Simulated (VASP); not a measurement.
# As (R-3m) in VASP: settings compared

Aim: see how the results for As move with the level of theory and the settings. Levels: PBE, LDA. Tasks: G0W0 low-scaling quasiparticle levels, equation of state.

Everything below comes from runs of VASP 6.6.1. Logs are shortened: lines on timing, memory, paths and dates and some standing lists are left out, and cuts for length are marked.

## 1. The structure

The structure is trigonal, space group R-3m (No. 166). Conventional cell: a = 3.762 Å, b = 3.762 Å, c = 10.542 Å, α = 90.00°, β = 90.00°, γ = 120.00°. Around As (site symmetry 3m) lie 3 As at 2.51 Å.

## 2. G0W0 low-scaling quasiparticle levels, PBE

File POSCAR:

```
As
1.0
    1.8807968987      1.0858785957      3.5140619945
   -1.8807968987      1.0858785957      3.5140619945
    0.0000000000     -2.1717571915      3.5140619945
As
2
Direct
    0.2260000000      0.2260000000      0.2260000000
    0.7740000000      0.7740000000      0.7740000000
```

File INCAR.step1:

```
SYSTEM = As
PREC     = Accurate       ! precision mode
ENCUT    = 500            ! plane-wave cutoff, eV
EDIFF    = 1E-8           ! SCF threshold, eV
ISMEAR   = 0              ! smearing method
SIGMA    = 0.01           ! smearing width, eV
LREAL    = .False.        ! projectors in reciprocal space
LASPH    = .True.         ! aspherical terms in the spheres
NELM     = 100            ! most SCF steps
ALGO     = Normal         ! electronic algorithm
LWAVE    = .True.         ! write WAVECAR
LCHARG   = .False.        ! write CHGCAR
GGA      = PE             ! functional
```

File INCAR.step2:

```
SYSTEM = As
PREC     = Accurate       ! precision mode
ENCUT    = 500            ! plane-wave cutoff, eV
EDIFF    = 1E-8           ! SCF threshold, eV
ISMEAR   = 0              ! smearing method
SIGMA    = 0.01           ! smearing width, eV
LREAL    = .False.        ! projectors in reciprocal space
LASPH    = .True.         ! aspherical terms in the spheres
NELM     = 1              ! most SCF steps
ALGO     = Exact          ! electronic algorithm
LWAVE    = .True.         ! write WAVECAR
LCHARG   = .False.        ! write CHGCAR
GGA      = PE             ! functional
NBANDS   = 102            ! bands
LOPTICS  = .True.         ! frequency-dependent dielectric function
ISTART   = 1
```

File INCAR.step3:

```
SYSTEM = As
PREC     = Accurate       ! precision mode
ENCUT    = 500            ! plane-wave cutoff, eV
EDIFF    = 1E-8           ! SCF threshold, eV
ISMEAR   = 0              ! smearing method
SIGMA    = 0.01           ! smearing width, eV
LREAL    = .False.        ! projectors in reciprocal space
LASPH    = .True.         ! aspherical terms in the spheres
ALGO     = EVGW0R         ! electronic algorithm
LWAVE    = .False.        ! write WAVECAR
LCHARG   = .False.        ! write CHGCAR
GGA      = PE             ! functional
NELMGW   = 1            
NBANDS   = 102            ! bands
ENCUTGW  = 100            ! cutoff of the response function
NOMEGA   = 12             ! frequency points
PRECFOCK = Fast         
ISTART   = 1            
NBANDSGW = 13
```

File KPOINTS:

```
Automatic mesh
0
Gamma
  3 3 3
  0 0 0
```

Potentials or basis: VASP PAW PBE potentials, release 64 (As_GW).

The run is started by

```bash
$ cat potpaw_PBE.64/As_GW/POTCAR > POTCAR
$ cp INCAR.step1 INCAR
$ mpirun -np 1 vasp_std > vasp.out
$ cp INCAR.step2 INCAR
$ mpirun -np 1 vasp_std > vasp.out
$ cp INCAR.step3 INCAR
$ mpirun -np 1 vasp_std > vasp.out
```

OUTCAR:

```text
SYSTEM = As
   PREC = Accurate
   ENCUT = 500
   EDIFF = 1E-8
   ISMEAR = 0
   LREAL = .False.
   LASPH = .True.
   GGA = PE
   NELMGW = 1
   ENCUTGW = 100
   PRECFOCK = Fast
   ISTART = 1

 ion  position               nearest neighbor table
   1  0.226  0.226  0.226-   2 2.51   2 2.51   2 2.51
   2  0.774  0.774  0.774-   1 2.51   1 2.51   1 2.51

  LATTYP: Found a trigonal (rhomboedric) cell.
 ALAT       =     4.1310000000
 COS(alpha) =     0.5854247172

  Lattice vectors:

 A1 = (   1.8807968987,   1.0858785957,   3.5140619945)
 A2 = (  -1.8807968987,   1.0858785957,   3.5140619945)
 A3 = (   0.0000000000,  -2.1717571915,   3.5140619945)

Analysis of symmetry for initial positions (statically):
=====================================================================
 Subroutine PRICEL returns:
 Original cell was already a primitive cell.

 Routine SETGRP: Setting up the symmetry group for a
 trigonal (rhombohedral) supercell.

 Subroutine GETGRP returns: Found 12 space group operations
 (whereof 12 operations were pure point group operations)
 out of a pool of 12 trial point group operations.

The static configuration has the point symmetry D_3d.

Analysis of symmetry for dynamics (positions and initial velocities):
=====================================================================
 Subroutine PRICEL returns:
 Original cell was already a primitive cell.

 Routine SETGRP: Setting up the symmetry group for a
 trigonal (rhombohedral) supercell.

 Subroutine GETGRP returns: Found 12 space group operations
 (whereof 12 operations were pure point group operations)
 out of a pool of 12 trial point group operations.

The dynamic configuration has the point symmetry D_3d.

 Subroutine INISYM returns: Found 12 space group operations
 (whereof 12 operations are pure point group operations),
 and found     1 'primitive' translations

----------------------------------------------------------------------------------------

                                     Primitive cell

  volume of cell :      43.0610

  direct lattice vectors                    reciprocal lattice vectors
     1.880796899  1.085878596  3.514061995     0.265844760  0.153485544  0.094856987
    -1.880796899  1.085878596  3.514061995    -0.265844760  0.153485544  0.094856987
     0.000000000 -2.171757191  3.514061995     0.000000000 -0.306971087  0.094856987

  length of vectors
     4.131000000  4.131000000  4.131000000     0.321292852  0.321292852  0.321292852

  position of ions in fractional coordinates (direct lattice)
     0.226000000  0.226000000  0.226000000
     0.774000000  0.774000000  0.774000000

  ion indices of the primitive-cell ions
   primitive index   ion index
                 1           1
                 2           2

----------------------------------------------------------------------------------------

 KPOINTS: Automatic mesh

Automatic generation of k-mesh.
 Grid dimensions read from file:
 generate k-points for:    3    3    3

 Generating k-lattice:

  Cartesian coordinates                     Fractional coordinates (reciprocal lattice)
     0.088614920  0.051161848  0.031618996     0.333333333  0.000000000  0.000000000
    -0.088614920  0.051161848  0.031618996     0.000000000  0.333333333  0.000000000
     0.000000000 -0.102323696  0.031618996     0.000000000  0.000000000  0.333333333

  Length of vectors
     0.107097617  0.107097617  0.107097617

  Shift w.r.t. Gamma in fractional coordinates (k-lattice)
     0.000000000  0.000000000  0.000000000

 Subroutine IBZKPT returns following result:
 ===========================================

 Found      6 irreducible k-points:

 Following reciprocal coordinates:
            Coordinates               Weight
  0.000000  0.000000  0.000000      1.000000
  0.333333 -0.000000 -0.000000      6.000000
  0.333333  0.333333 -0.000000      6.000000
 -0.333333  0.333333  0.000000      6.000000
  0.333333  0.333333  0.333333      2.000000
 -0.333333  0.333333  0.333333      6.000000
   k-points           NKPTS =      6   k-points in BZ     NKDIM =     27   number of bands    NBANDS=    102
   number of dos      NEDOS =    301   number of ions     NIONS =      2
   total plane-waves  NPLWV =  27000
   dimension x,y,z NGX =    30 NGY =   30 NGZ =   30
   dimension x,y,z NGXF=    60 NGYF=   60 NGZF=   60
   ions per type =               2
   NGX,Y,Z   is equivalent  to a cutoff of  12.07, 12.07, 12.07 a.u.
   NGXF,Y,Z  is equivalent  to a cutoff of  24.15, 24.15, 24.15 a.u.
 SYSTEM =  As
   PREC   = accura    normal or accurate (medium, high low for compatibility)
   ISTART =      1    job   : 0-new  1-cont  2-samecut
   ICHARG =      0    charge: 1-file 2-atom 10-const
   ISPIN  =      1    spin polarized calculation?
   LNONCOLLINEAR =      F non collinear calculations
   LSORBIT =      F    spin-orbit coupling
   LASPH  =      T    aspherical Exc in radial PAW
[... 37 lines left out ...]
   ENCUTFOCK=  -1.0 apply spherical cutoff to Coloumb kernel
   IVDW    =     0    specifies the selected vdW correction
   LEPSILON=     F    determine dielectric tensor
   LRPA    =     F    only Hartree local field effects (RPA)
   LRPAFORCE           =     F    calculate RPA forces
   ENCUTGW             = 100.0    cutoff for response function in eV
   ENCUTGWSOFT         =  80.0    soft cutoff for Coulomb kernel in GW response function in eV
   ENCUTLF             =  -1.0    cutoff for local field effects
   NELMGW              =     1    number of iterations in solving QP/BSE equation
   NELMHF              =     1    number of iterations in the inner HF iteration
   NKREDLFX            =     1    NKREDLFY  =   1   NKREDLFZ  =   1
 non-spin polarized calculation
 Gauss-broadening in eV      SIGMA  =   0.01
  energy-cutoff  :      500.00
  volume of cell :       43.06
 maximum number of plane-waves:      1111
 NGX is ok and might be reduce to    30
  NGX = 16; NGY = 16; NGZ = 16
   NGX = 15   NGY = 15   NGZ = 15
 maximum number of plane-waves:       103
 NGX is ok and might be reduce to    14
 maximum number of plane-waves:     29601
 maximum number of plane-waves:      2621
 NGX is ok and might be reduce to    42

      cutoff energy     smooth cutoff   RPA   correlation   Hartree contr. to MP2
---------------------------------------------------------------------------------
            100.000            80.000      -13.4437646114      -25.4844239366
             95.238            76.190      -13.3674337516      -25.3954121018
             90.703            72.562      -13.2785724445      -25.2908790368
             86.384            69.107      -13.1844522155      -25.1790566819
             82.270            65.816      -13.0916687964      -25.0680596917
             78.353            62.682      -12.9846603065      -24.9394066992
             74.622            59.697      -12.8588288914      -24.7877124766
             71.068            56.855      -12.7207589282      -24.6206119119
  linear regression
  converged value                          -14.5218299859      -26.7759358977

 QP shifts evaluated in KS or natural orbital/ Bruckner basis
 k-point   1 :       0.0000    0.0000    0.0000
 band No.  KS-energies   sigma(KS)    QP-e(linear)    Z         QP-e(zeros)     Z        occupation    Imag(E_QP)    QP_DIFF TAG

      1      -9.5744      -9.6330      -9.6125       0.6500      -9.6124       0.6492       2.0000      -1.0873       0.0000   2
      2      -0.3486      -0.1565      -0.2136       0.7027      -0.2132       0.7052       2.0000      -0.1275       0.0000   2
      3       2.9579       2.5063       2.6295       0.7273       2.6311       0.7198       2.0000      -0.0237      -0.0000   2
      4       3.4611       3.0175       3.1335       0.7386       3.1349       0.7318       2.0000      -0.0137       0.0000   2
      5       3.4611       3.0175       3.1334       0.7386       3.1349       0.7318       2.0000      -0.0137      -0.0000   2
      6       7.1451       7.3393       7.2902       0.7471       7.2898       0.7446       0.0000      -0.0163      -0.0000   2
      7       8.3943       8.6566       8.5862       0.7314       8.5857       0.7277       0.0000      -0.0519       0.0000   2
      8       8.3943       8.6566       8.5862       0.7314       8.5857       0.7277       0.0000      -0.0518      -0.0000   2
      9      12.3258      12.1328      12.1815       0.7474      12.1813       0.7503       0.0000      -0.1071       0.0000   2
     10      12.3258      12.1327      12.1815       0.7474      12.1813       0.7503       0.0000      -0.1070       0.0000   2
     11      12.7850      12.6107      12.6565       0.7373      12.6562       0.7395       0.0000      -0.1508       0.0000   2
     12      14.2104      13.7936      13.8995       0.7459      13.8987       0.7499       0.0000      -0.2866      -0.0000   2
     13      14.2104      13.7936      13.8995       0.7459      13.8987       0.7499       0.0000      -0.2866       0.0000   2

 k-point   2 :       0.3333   -0.0000   -0.0000
 band No.  KS-energies   sigma(KS)    QP-e(linear)    Z         QP-e(zeros)     Z        occupation    Imag(E_QP)    QP_DIFF TAG
[... 69 lines left out ...]
      1      -7.1642      -7.2981      -7.2553       0.6808      -7.2552       0.6791       2.0000      -0.8338       0.0000   2
      2      -4.5258      -4.6311      -4.5996       0.7009      -4.5995       0.6997       2.0000      -0.6946      -0.0000   2
      3      -0.5241      -0.9822      -0.8471       0.7049      -0.8462       0.7013       2.0000      -0.2622       0.0000   2
      4       2.1444       1.6363       1.7731       0.7309       1.7751       0.7228       2.0000      -0.0337       0.0000   2
      5       3.2849       2.9406       3.0279       0.7464       3.0287       0.7417       2.0000      -0.0117      -0.0000   2
      6       7.8321       8.0714       8.0109       0.7471       8.0106       0.7439       0.0000      -0.0256      -0.0000   2
      7       8.3991       8.6545       8.5884       0.7413       8.5880       0.7376       0.0000      -0.0331      -0.0000   2
      8      11.4130      11.6891      11.6098       0.7128      11.6094       0.7094       0.0000      -0.2132      -0.0000   2
      9      12.0089      11.9094      11.9345       0.7480      11.9344       0.7494       0.0000      -0.0944       0.0000   2
     10      13.9100      13.7534      13.7939       0.7415      13.7937       0.7435       0.0000      -0.1566       0.0000   2
     11      15.3123      15.0271      15.1008       0.7416      15.1004       0.7447       0.0000      -0.2575      -0.0000   2
     12      17.9717      17.8679      17.8942       0.7464      17.8941       0.7474       0.0000      -0.6022      -0.0000   2
     13      20.0147      19.8093      19.8626       0.7407      19.8623       0.7428       0.0000      -0.6884      -0.0000   2

  HF+RPA corr. energy TOTEN  =       -32.20734306 eV

  HF+E_corr(extrapolated)    =       -33.28540844 eV
```

It took 19 min on 1 thread of Intel Xeon Platinum 8259CL at 2.50GHz (Skylake/Cascade Lake), shared host; peak memory 5 GiB.

What came out:

- Band gap on the k mesh, mean-field level: 1.33 eV, indirect (least direct gap 1.72 eV)
- Quasiparticle gap: 1.53 eV
- Least direct quasiparticle gap: 2.11 eV
- RPA correlation energy: -7.261 eV/atom
- RPA correlation energy per cell: -14.522 eV

Levels at points of the mesh, in eV from the valence-band top:
```
           k point  band 2  band 3  band 4  band 5  band 6  band 7  band 8  band 9
(0.00, 0.00, 0.00)   -5.07   -1.77   -1.26   -1.26    2.42    3.67    3.67    7.60
```

Caveat: the k mesh is coarse (spacing up to 0.67 Å⁻¹), so the values aren't converged; bands, screening cutoff and mesh are small and nothing is extrapolated, so the quasiparticle values aren't converged; an odd mesh through Γ misses points on the zone boundary, where band edges often lie.

## 3. Equation of state, LDA, 19.64 Å³/atom (a relaxed cell with its volume scaled by 0.96)

File INCAR:

```
SYSTEM = As
ALGO = Normal
EDIFF = 1E-7
ENCUT = 520
GGA = CA
ISIF = 2
ISMEAR = -1
LASPH = .TRUE.
LCHARG = .FALSE.
LREAL = .FALSE.
LWAVE = .FALSE.
NELM = 80
PREC = Accurate
SIGMA = 0.05
```

File KPOINTS:

```
k-points
0
G
  8 8 8
  0 0 0
```

File POSCAR:

```
As                                      
1.0
    1.8603093675      1.0740501141      3.2768578832
   -1.8603093675      1.0740501141      3.2768578832
    0.0000000000     -2.1481002282      3.2768578832
  As            
     2
Direct
     0.2305072598630923    0.2305072598630923    0.2305072598630930
     0.7694927401369077    0.7694927401369077    0.7694927401369069
```

Potentials or basis: VASP PAW LDA potentials, release 64 (As).

The run is started by

```bash
$ cat potpaw_LDA.64/As/POTCAR > POTCAR
$ mpirun -np 1 vasp_std > vasp.out
```

Wall time 13 s (1 thread of Intel Xeon Platinum 8488C (Sapphire Rapids), shared host); peak memory 0.15 GiB.

The run converged. Its results:

- Free energy: -10.7785 eV
- Pressure: 3.8 GPa
- Largest force: 0.247 eV/Å
- Band gap on the k mesh: none (metal or under the smearing width)

## 4. Equation of state, LDA, 20.05 Å³/atom (a relaxed cell with its volume scaled by 0.98)

INCAR is that of step 3.

KPOINTS is that of step 3.

File POSCAR:

```
As                                      
1.0
    1.8731394927      1.0814575903      3.2994576173
   -1.8731394927      1.0814575903      3.2994576173
    0.0000000000     -2.1629151807      3.2994576173
  As            
     2
Direct
     0.2305072598630923    0.2305072598630923    0.2305072598630930
     0.7694927401369077    0.7694927401369077    0.7694927401369069
```

The run is started by

```bash
$ cat potpaw_LDA.64/As/POTCAR > POTCAR
$ mpirun -np 1 vasp_std > vasp.out
```

Run time: 16 s. Hardware: 1 thread of Intel Xeon Platinum 8488C (Sapphire Rapids), shared host; peak memory 0.15 GiB.

The run converged. Its results:

- Free energy: -10.7928 eV
- Pressure: 1.8 GPa
- Largest force: 0.117 eV/Å
- Band gap on the k mesh: none (metal or under the smearing width)

## 5. Equation of state, LDA, 20.46 Å³/atom

INCAR is that of step 4.

KPOINTS is that of step 4.

File POSCAR:

```
As                                      
1.0
    1.8857962246      1.0887649578      3.3217519261
   -1.8857962246      1.0887649578      3.3217519261
    0.0000000000     -2.1775299158      3.3217519261
  As            
     2
Direct
     0.2305072598630923    0.2305072598630923    0.2305072598630930
     0.7694927401369077    0.7694927401369077    0.7694927401369069
```

The run is started by

```bash
$ cat potpaw_LDA.64/As/POTCAR > POTCAR
$ mpirun -np 1 vasp_std > vasp.out
```

Run time: 19 s. Hardware: 1 thread of Intel Xeon Platinum 8488C (Sapphire Rapids), shared host; peak memory 0.15 GiB.

The run converged. Its results:

* Free energy: -10.7973 eV
* Pressure: 0.0 GPa
* Band gap on the k mesh: none (metal or under the smearing width)

## 6. Equation of state, LDA, 20.87 Å³/atom (a relaxed cell with its volume scaled by 1.02)

INCAR is that of step 5.

KPOINTS is that of step 5.

File POSCAR:

```
As                                      
1.0
    1.8982853053      1.0959755319      3.3437509243
   -1.8982853053      1.0959755319      3.3437509243
    0.0000000000     -2.1919510640      3.3437509243
  As            
     2
Direct
     0.2305072598630923    0.2305072598630923    0.2305072598630930
     0.7694927401369077    0.7694927401369077    0.7694927401369069
```

Potentials or basis: VASP PAW LDA potentials, release 64 (As).

The run is started by

```bash
$ cat potpaw_LDA.64/As/POTCAR > POTCAR
$ mpirun -np 1 vasp_std > vasp.out
```

Run time: 22 s. Hardware: 1 thread of Intel Xeon Platinum 8488C (Sapphire Rapids), shared host; peak memory 0.15 GiB.

The run converged. Its results:

| Property | Result |
| --- | --- |
| Free energy | -10.7931 eV |
| Pressure | -1.6 GPa |
| Largest force | 0.113 eV/Å |
| Band gap on the k mesh | none (metal or under the smearing width) |

## 7. Equation of state, LDA, 21.28 Å³/atom (a relaxed cell with its volume scaled by 1.04)

INCAR is that of step 6.

KPOINTS is that of step 6.

File POSCAR:

```
As                                      
1.0
    1.9106121786      1.1030924556      3.3654642011
   -1.9106121786      1.1030924556      3.3654642011
    0.0000000000     -2.2061849113      3.3654642011
  As            
     2
Direct
     0.2305072598630923    0.2305072598630923    0.2305072598630930
     0.7694927401369077    0.7694927401369077    0.7694927401369069
```

The run is started by

```bash
$ cat potpaw_LDA.64/As/POTCAR > POTCAR
$ mpirun -np 1 vasp_std > vasp.out
```

It took 21 s on 1 thread of Intel Xeon Platinum 8488C (Sapphire Rapids), shared host; peak memory 0.15 GiB.

Results (log left out):

- Free energy: -10.7809 eV
- Pressure: -3.1 GPa
- Largest force: 0.215 eV/Å
- Band gap on the k mesh: none (metal or under the smearing width)

## 8. Equation of state, LDA

This run uses another cell than the first one, of 20.46 Å³/atom, 0.950 times its volume.

No new run: the results of the series are fitted here.

What came out:

```yaml
Equilibrium_volume: 20.46 Å³/atom
Bulk_modulus_at_fixed_shape_and_positions: 86 GPa
Pressure_derivative_of_the_bulk_modulus: "4.2 (rough: it moves with the points fitted)"
```

Energy against volume, from the lowest point:
```csv
volume (Å³/atom),energy (meV/atom)
19.642,9.40
20.051,2.26
20.461,0.00
20.870,2.12
21.279,8.19
```

Caveat: the cell was scaled at fixed shape and fractional positions, which overstates the stiffness of a crystal with free parameters, most of all of layers and chains.
